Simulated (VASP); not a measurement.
Set up this calculation in VASP 6.6.1, as the native input.

- Task: QSGW quasiparticle levels
- Functional: PBEsol
- Potentials or basis: VASP PAW PBE potentials, release 64 (S_GW, Na_sv_GW)
- Cutoff: 500 eV
- k mesh: 4 × 4 × 4
- Occupations: gaussian, width 0.01 eV
- Spin: no spin polarisation
- Cutoff of the response function: 100
- Frequency points: 64
- Empty bands: 93
- GW scheme: QSGW
- GW iterations: 4
- Further INCAR settings: ALGO = QPGW; EDIFF = 1e-08; NBANDS = 105

Na2S:

```
CELL_PARAMETERS angstrom
0.00000 3.27350 3.27350
3.27350 0.00000 3.27350
3.27350 3.27350 0.00000
ATOMIC_POSITIONS crystal
S 0.00000 0.00000 0.00000
Na 0.75000 0.75000 0.75000
Na 0.25000 0.25000 0.25000
```

The input as run:

POSCAR

```
Na2S
1.0
    0.0000000000      3.2735000000      3.2735000000
    3.2735000000      0.0000000000      3.2735000000
    3.2735000000      3.2735000000      0.0000000000
S Na
1 2
Direct
    0.0000000000      0.0000000000      0.0000000000
    0.7500000000      0.7500000000      0.7500000000
    0.2500000000      0.2500000000      0.2500000000
```

INCAR.step1

```
  ALGO = Normal
  EDIFF = 1E-8
  ENCUT = 500
  GGA = PS
  ISMEAR = 0
  LASPH = True
  LCHARG = False
  LREAL = False
  LWAVE = True
  NELM = 60
  PREC = Accurate
  SIGMA = 0.01
```

INCAR.step2

```
  ALGO = Exact
  EDIFF = 1E-8
  ENCUT = 500
  GGA = PS
  ISMEAR = 0
  ISTART = 1
  LASPH = True
  LCHARG = False
  LOPTICS = True
  LREAL = False
  LWAVE = True
  NBANDS = 105
  NELM = 1
  PREC = Accurate
  SIGMA = 0.01
```

INCAR.step3

```
  ALGO = QPGW
  EDIFF = 1E-8
  ENCUT = 500
  ENCUTGW = 100
  GGA = PS
  ISMEAR = 0
  ISTART = 1
  LASPH = True
  LCHARG = False
  LREAL = False
  LWAVE = False
  NBANDS = 105
  NBANDSGW = 24
  NELMGW = 4
  NOMEGA = 64
  PREC = Accurate
  PRECFOCK = Fast
  SIGMA = 0.01
```

KPOINTS

```
k-points
0
Gamma
  4 4 4
```

Potentials or basis: VASP PAW PBE potentials, release 64 (S_GW, Na_sv_GW).

Run with:

```bash
$ cat potpaw_PBE.64/S_GW/POTCAR potpaw_PBE.64/Na_sv_GW/POTCAR > POTCAR
$ cp INCAR.step1 INCAR
$ mpirun -np 1 vasp_std > vasp.out
$ cp INCAR.step2 INCAR
$ mpirun -np 1 vasp_std > vasp.out
$ cp INCAR.step3 INCAR
$ mpirun -np 1 vasp_std > vasp.out
```

It gave:

The band gap on the k mesh, mean-field level is 2.39 eV, direct, the quasiparticle gap is 5.11 eV and the least direct quasiparticle gap is 5.11 eV.

Caveat: bands, screening cutoff and mesh are small and nothing is extrapolated, so the quasiparticle values aren't converged.

It took 29 min on 1 thread of Intel(R) Xeon(R) Platinum 8488C (Sapphire Rapids), with other jobs on the host, peak memory 0.88 GiB.
